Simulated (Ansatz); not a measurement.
Data:

InCuS2:
Space group I-42d (No. 122); a = 5.5221 Å, b = 5.5221 Å, c = 11.1326 Å, α = 90.00°, β = 90.00°, γ = 90.00°

```tsv
atom	site	symmetry	x	y	z
In	4b	-4..	0.0000	0.0000	0.5000
Cu	4a	-4..	0.0000	0.0000	0.0000
S	8d	.2.	0.2216	0.2500	0.1250
```
(The calculation used a cell of 8 atoms; values per cell refer to that cell.)

This is the r²SCAN-relaxed structure.

**Question.** All from r²SCAN in the plane-wave PAW code Ansatz, unless another level is named. Estimate the band gap.

**Answer.** 0.36 eV (direct).

**Question.** What about the formation energy from the elements (no fitted shifts)?

**Answer.** -0.64 eV/atom.

**Question.** And the valence-band maximum?

**Answer.** at Γ.

The r²SCAN relaxation kept the symmetry of its start. No spin polarisation was allowed. The references are the lowest solids computed at this level, not always the standard phases. Spin–orbit coupling is left out wherever it is not named.

Potentials: the earlier of the program's two PAW sets.
